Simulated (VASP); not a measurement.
# H (I4/mmm) in VASP: further runs

The runs below take H through single point, with PBE.

Everything below comes from runs of VASP 6.6.1. Logs are shortened: lines on timing, memory, paths and dates and some standing lists are left out, and cuts for length are marked.

### 1 The structure

It takes space group I4/mmm (No. 139, tetragonal). Conventional cell: a = 3.383 Å, b = 3.383 Å, c = 4.117 Å, α = 90.00°, β = 90.00°, γ = 90.00°. H (site symmetry 4mm) has 1 H at 0.74 Å as nearest neighbours.

### 2 Single point, PBE

File INCAR:

```
SYSTEM = H
PREC = Accurate
ENCUT = 450
EDIFF = 0.001
ISMEAR = 1
SIGMA = 0.2
LREAL = .False.
LASPH = .True.
NELM = 100
ALGO = Normal
ISIF = 2
LWAVE = .False.
LCHARG = .False.
GGA = PE
NBANDS = 8
ADDGRID = .False.
```

File KPOINTS:

```
regular mesh
0
Gamma
  6 6 6
  0 0 0
```

File POSCAR:

```
H
1.0
   -1.6915344700      1.6915344700      2.0584739900
    1.6915344700     -1.6915344700      2.0584739900
    1.6915344700      1.6915344700     -2.0584739900
H
2
Direct
    0.0901377100      0.0901377100      0.0000000000
    0.9098622900      0.9098622900      0.0000000000
```

Potentials or basis: VASP PAW PBE potentials, release 64 (H).

On the command line:

```console
cat potpaw_PBE.64/H/POTCAR > POTCAR
mpirun -np 1 vasp_std > vasp.out
```

OUTCAR:

```text
SYSTEM = H
   PREC = Accurate
   ENCUT = 450
   EDIFF = 0.001
   ISMEAR = 1
   LREAL = .False.
   LASPH = .True.
   NELM = 100
   ISIF = 2
   GGA = PE

 Found     30 irreducible k-points:

 Following reciprocal coordinates:
            Coordinates               Weight
  0.000000  0.000000  0.000000      1.000000
  0.166667 -0.000000  0.000000      8.000000
  0.333333 -0.000000  0.000000      8.000000
  0.500000 -0.000000  0.000000      4.000000
  0.166667  0.166667  0.000000      8.000000
  0.333333  0.166667  0.000000     16.000000
   k-points           NKPTS =     30   k-points in BZ     NKDIM =     30   number of bands    NBANDS=      8
   number of dos      NEDOS =    301   number of ions     NIONS =      2
   total plane-waves  NPLWV =  13824
   dimension x,y,z NGX =    24 NGY =   24 NGZ =   24
   dimension x,y,z NGXF=    48 NGYF=   48 NGZF=   48
   ions per type =               2
   NGX,Y,Z   is equivalent  to a cutoff of  12.64, 12.64, 12.64 a.u.
   NGXF,Y,Z  is equivalent  to a cutoff of  25.29, 25.29, 25.29 a.u.
 SYSTEM =  H
   PREC   = accura    normal or accurate (medium, high low for compatibility)
   ISTART =      0    job   : 0-new  1-cont  2-samecut
   ICHARG =      2    charge: 1-file 2-atom 10-const
   ISPIN  =      1    spin polarized calculation?
   LNONCOLLINEAR =      F non collinear calculations
   LSORBIT =      F    spin-orbit coupling
   LASPH  =      T    aspherical Exc in radial PAW
   ENCUT  =  450.0 eV  33.07 Ry    5.75 a.u.   5.46  5.46  5.46*2*pi/ulx,y,z
   NELM   =    100;   NELMIN=  2; NELMDL= -5     # of ELM steps
   EDIFF  = 0.1E-02   stopping-criterion for ELM
   LREAL  =      F    real-space projection
   EDIFFG = 0.1E-01   stopping-criterion for IOM
   NSW    =      0    number of steps for IOM
   IBRION =     -1    ionic relax: 0-MD 1-quasi-New 2-CG
   NFREE  =      0    steps in history (QN), initial steepest desc. (CG)
   ISIF   =      2    stress and relaxation
   ISYM   =      2    0-nonsym 1-usesym 2-fastsym
   POTIM  = 0.5000    time-step for ionic-motion
   TEBEG  =    0.0;   TEEND  =   0.0 temperature during run
   PSTRESS=    0.0 pullay stress
   NELECT =       2.0000    total number of electrons
   NUPDOWN=      -1.0000    fix difference up-down
   EMIN   =  10.00;   EMAX   =-10.00  energy-range for DOS
   EFERMI =   0.00;   METHOD = LEGACY
   ISMEAR =     1;   SIGMA  =   0.20  broadening in eV -4-tet -1-fermi 0-gaus
   EFERMI_NEDOS =   21; number of points for ismear=-14 and -15
   IALGO  =     38    algorithm
   IMIX   =      4    mixing-type and parameters
     AMIX     =   0.40;   BMIX     =  1.00
     AMIX_MAG =   1.60;   BMIX_MAG =  1.00
  volume/ion in A,a.u.               =      11.78        79.49
  Fermi-wavevector in a.u.,A,eV,Ry     =   0.719497  1.359653  7.043413  0.517676
  Thomas-Fermi vector in A             =   1.808708
   LORBIT       =      0    0 simple, 1 ext, 2 COOP (PROOUT), +10 PAW based schemes
   GGA     = PE    functional components
   LHFCALC =     F    Hartree Fock is set to
   AEXX    =    0.0000 exact exchange contribution
   IVDW    =     0    specifies the selected vdW correction
   LEPSILON=     F    determine dielectric tensor
   LRPA    =     F    only Hartree local field effects (RPA)
 non-spin polarized calculation
 Methfessel and Paxton  Order N= 1 SIGMA  =   0.20
  energy-cutoff  :      450.00
  volume of cell :       23.56
 maximum number of plane-waves:       526
 NGX is ok and might be reduce to    24
   NGX = 11   NGY = 11   NGZ = 11

 number of electron       2.0000000 magnetization

 Free energy of the ion-electron system (eV)
  ---------------------------------------------------
  ext. energy  EPLUGINS =         0.00000000
  ---------------------------------------------------
  free energy    TOTEN  =        -6.77611103 eV

  energy without entropy =       -6.77739766  energy(sigma->0) =       -6.77653990

 E-fermi :  -8.1246     XC(G=0):  -5.3470

 val. band max:       -8.1534561196   @ k =   0.5000   0.5000   0.5000
 cond. band min:       0.7783494558   @ k =   0.5000  -0.0000   0.0000
 fundamental gap:      8.9318055753
 Fermi energy:        -8.1245895630

 k-point     1 :       0.0000    0.0000    0.0000
  band No.  band energies     occupation
      1     -10.5221      2.00000
      2       5.4446      0.00000
      3       8.9353      0.00000
      4      15.3796      0.00000
      5      15.3797      0.00000
      6      17.4526      0.00000
      7      17.4529      0.00000
      8      18.9855      0.00000

 k-point     2 :       0.1667   -0.0000    0.0000
  band No.  band energies     occupation
      1     -10.1967      2.00000
      2       4.0873      0.00000
      3       9.3893      0.00000
      4      12.8745      0.00000
      5      13.8743      0.00000
      6      17.7449      0.00000
      7      18.1957      0.00000
      8      18.5953      0.00000

 k-point     3 :       0.3333   -0.0000    0.0000
  band No.  band energies     occupation
      1      -9.4313      2.00000
      2       1.8581      0.00000
      3       9.2755      0.00000
      4      10.8955      0.00000
      5      12.5808      0.00000
      6      15.8244      0.00000
      7      17.2429      0.00000
      8      19.8235      0.00000

 k-point     4 :       0.5000   -0.0000    0.0000
  band No.  band energies     occupation
      1      -8.9620      2.00000
      2       0.7783      0.00000
      3       8.8086      0.00000
      4      10.6356      0.00000
      5      12.1611      0.00000
      6      15.0845      0.00000
      7      17.6812      0.00000
      8      18.0629      0.00000

 k-point     5 :       0.1667    0.1667    0.0000
  band No.  band energies     occupation
      1      -9.6800      2.00000
      2       2.5768      0.00000
      3       9.2455      0.00000
      4      10.5731      0.00000
      5      13.5849      0.00000
      6      16.5595      0.00000
      7      18.0474      0.00000
      8      20.3470      0.00000

 k-point     6 :       0.3333    0.1667    0.0000
  band No.  band energies     occupation
      1      -8.9973      2.00000
      2       1.3843      0.00000
      3       6.9087      0.00000
      4      10.2263      0.00000
      5      12.9275      0.00000
      6      16.0989      0.00000
      7      18.3927      0.00000
      8      20.7433      0.00000

 [... further k-points ...]

------------------------ aborting loop because EDIFF is reached ----------------------------------------

  FORCE on cell =-STRESS in cart. coord.  units (eV):
  Direction    XX          YY          ZZ          XY          YZ          ZX
  --------------------------------------------------------------------------------------
  -------------------------------------------------------------------------------------
  Total       -0.0092351     -0.0092351      0.1753705      0.0000000     -0.0000000      0.0000000
  in kB       -0.6280357     -0.6280357     11.9261429      0.0000000     -0.0000000      0.0000000
  external PRESSURE =       3.5566905 kB  Pullay stress =       0.0000000 kB

 VOLUME and BASIS-vectors are now :
 -----------------------------------------------------------------------------
  energy-cutoff  :      450.00
  volume of cell :       23.56
      direct lattice vectors                 reciprocal lattice vectors
    -1.691534470  1.691534470  2.058473990     0.000000000  0.295589602  0.242898381
     1.691534470 -1.691534470  2.058473990     0.295589602  0.000000000  0.242898381
     1.691534470  1.691534470 -2.058473990     0.295589602  0.295589602  0.000000000

 POSITION                                       TOTAL-FORCE (eV/Angst)
 -----------------------------------------------------------------------------------
      0.00000      0.00000      0.37109         0.000000      0.000000      0.270924
      0.00000      0.00000      3.74586        -0.000000     -0.000000     -0.270924
 -----------------------------------------------------------------------------------
    total drift:                               -0.000000      0.000000      0.000000

  FREE ENERGIE OF THE ION-ELECTRON SYSTEM (eV)
  ---------------------------------------------------
  free  energy   TOTEN  =        -6.7761110257 eV

  energy  without entropy=       -6.7773976595  energy(sigma->0) =       -6.77653990
```

Wall time 3.5 s (1 thread of Intel Xeon Platinum 8259CL at 2.50GHz (Skylake/Cascade Lake), shared host); peak memory 0.12 GiB.

These settings aren't checked as converged: the numbers below hold their error.

Results:

- Free energy: -6.7761 eV
- Pressure: 0.4 GPa
- Largest force: 0.271 eV/Å
- Band gap on the k mesh: 8.93 eV, indirect (least direct gap 9.74 eV)

Caveat: the k mesh is coarse (spacing up to 0.44 Å⁻¹), so the values aren't converged.

### 3 Single point, PBE

Changes to INCAR since step 2:

```diff
@@ -3,3 +3,3 @@
 ENCUT = 450
-EDIFF = 0.001
+EDIFF = 1E-4
 ISMEAR = 1
```

KPOINTS is that of step 2.

POSCAR is that of step 2.

Potentials or basis: VASP PAW PBE potentials, release 64 (H).

On the command line:

```console
cat potpaw_PBE.64/H/POTCAR > POTCAR
mpirun -np 1 vasp_std > vasp.out
```

OUTCAR:

```text
SYSTEM = H
   PREC = Accurate
   ENCUT = 450
   EDIFF = 1E-4
   ISMEAR = 1
   LREAL = .False.
   LASPH = .True.
   NELM = 100
   ISIF = 2
   GGA = PE

 Found     30 irreducible k-points:

 Following reciprocal coordinates:
            Coordinates               Weight
  0.000000  0.000000  0.000000      1.000000
  0.166667 -0.000000  0.000000      8.000000
  0.333333 -0.000000  0.000000      8.000000
  0.500000 -0.000000  0.000000      4.000000
  0.166667  0.166667  0.000000      8.000000
[... 143 lines left out ...]

------------------------ aborting loop because EDIFF is reached ----------------------------------------

  FORCE on cell =-STRESS in cart. coord.  units (eV):
  Direction    XX          YY          ZZ          XY          YZ          ZX
  --------------------------------------------------------------------------------------
  -------------------------------------------------------------------------------------
  Total       -0.0128484     -0.0128484      0.1765955      0.0000000      0.0000000      0.0000000
  in kB       -0.8737593     -0.8737593     12.0094474      0.0000000      0.0000000      0.0000000
  external PRESSURE =       3.4206429 kB  Pullay stress =       0.0000000 kB

 VOLUME and BASIS-vectors are now :
 -----------------------------------------------------------------------------
  energy-cutoff  :      450.00
  volume of cell :       23.56
      direct lattice vectors                 reciprocal lattice vectors
    -1.691534470  1.691534470  2.058473990     0.000000000  0.295589602  0.242898381
     1.691534470 -1.691534470  2.058473990     0.295589602  0.000000000  0.242898381
     1.691534470  1.691534470 -2.058473990     0.295589602  0.295589602  0.000000000

 POSITION                                       TOTAL-FORCE (eV/Angst)
 -----------------------------------------------------------------------------------
      0.00000      0.00000      0.37109        -0.000000     -0.000000      0.275683
      0.00000      0.00000      3.74586         0.000000      0.000000     -0.275683
 -----------------------------------------------------------------------------------
    total drift:                               -0.000000      0.000000     -0.000000

  FREE ENERGIE OF THE ION-ELECTRON SYSTEM (eV)
  ---------------------------------------------------
  free  energy   TOTEN  =        -6.7761216616 eV

  energy  without entropy=       -6.7774082338  energy(sigma->0) =       -6.77655052
```

Run time: 3.7 s. Hardware: 1 thread of Intel Xeon Platinum 8259CL at 2.50GHz (Skylake/Cascade Lake), shared host; peak memory 0.12 GiB.

These settings aren't checked as converged: the numbers below hold their error.

Results:

| Quantity | Value |
| --- | --- |
| Free energy | -6.7761 eV |
| Pressure | 0.3 GPa |
| Largest force | 0.276 eV/Å |
| Band gap on the k mesh | 8.93 eV, indirect (least direct gap 9.74 eV) |

Caveat: the k mesh is coarse (spacing up to 0.44 Å⁻¹), so the values aren't converged.

### 4 Single point, PBE

Changes to INCAR since step 3:

```diff
@@ -3,3 +3,3 @@
 ENCUT = 450
-EDIFF = 1E-4
+EDIFF = 1E-5
 ISMEAR = 1
```

KPOINTS is that of step 3.

POSCAR is that of step 3.

On the command line:

```console
cat potpaw_PBE.64/H/POTCAR > POTCAR
mpirun -np 1 vasp_std > vasp.out
```

Run time: 4.2 s. Hardware: 1 thread of Intel Xeon Platinum 8259CL at 2.50GHz (Skylake/Cascade Lake), shared host; peak memory 0.12 GiB.

These settings aren't checked as converged: the numbers below hold their error.

What came out:

```yaml
Free_energy: -6.7761 eV
Pressure: 0.3 GPa
Largest_force: 0.276 eV/Å
Band_gap_on_the_k_mesh: 8.93 eV, indirect (least direct gap 9.74 eV)
```

Caveat: the k mesh is coarse (spacing up to 0.44 Å⁻¹), so the values aren't converged.

### 5 Single point, PBE

Changes to INCAR since step 4:

```diff
@@ -3,3 +3,3 @@
 ENCUT = 450
-EDIFF = 1E-5
+EDIFF = 1E-6
 ISMEAR = 1
@@ -15,2 +15,2 @@
 NBANDS = 8
-ADDGRID = .False.
+ADDGRID = .True.
```

KPOINTS is that of step 4.

POSCAR is that of step 4.

On the command line:

```console
cat potpaw_PBE.64/H/POTCAR > POTCAR
mpirun -np 1 vasp_std > vasp.out
```

Wall time 6.1 s (1 thread of Intel Xeon Platinum 8259CL at 2.50GHz (Skylake/Cascade Lake), shared host); peak memory 0.15 GiB.

These settings aren't checked as converged: the numbers below hold their error.

Results:

| Property | Result |
| --- | --- |
| Free energy | -6.7761 eV |
| Pressure | 0.3 GPa |
| Largest force | 0.276 eV/Å |
| Band gap on the k mesh | 8.93 eV, indirect (least direct gap 9.74 eV) |

Caveat: the k mesh is coarse (spacing up to 0.44 Å⁻¹), so the values aren't converged.

### 6 Single point, PBE

Changes to INCAR since step 5:

```diff
@@ -7,3 +7,3 @@
 LREAL = .False.
-LASPH = .True.
+LASPH = .False.
 NELM = 100
@@ -15,2 +15,2 @@
 NBANDS = 8
-ADDGRID = .True.
+ADDGRID = .False.
```

KPOINTS is that of step 5.

POSCAR is that of step 5.

Potentials or basis: VASP PAW PBE potentials, release 64 (H).

On the command line:

```console
cat potpaw_PBE.64/H/POTCAR > POTCAR
mpirun -np 1 vasp_std > vasp.out
```

It took 4.1 s on 1 thread of Intel Xeon Platinum 8259CL at 2.50GHz (Skylake/Cascade Lake), shared host; peak memory 0.12 GiB.

These settings aren't checked as converged: the numbers below hold their error.

Results:

```
Free energy            : -6.7749 eV
Pressure               : 0.4 GPa
Largest force          : 0.287 eV/Å
Band gap on the k mesh : 8.93 eV, indirect (least direct gap 9.74 eV)
```

Caveat: the k mesh is coarse (spacing up to 0.44 Å⁻¹), so the values aren't converged.

### 7 For comparison

An earlier run on the cell as given: functional PBE; potentials or basis VASP PAW PBE potentials, release 64 (H); cutoff 520 eV; k mesh 11 × 11 × 11; occupations fermi-dirac, width 0.05 eV; no spin polarisation.

* Pressure: 0.6 GPa
* Largest force: 0.264 eV/Å
* Band gap on the k mesh: 9.05 eV, indirect (least direct gap 9.84 eV)
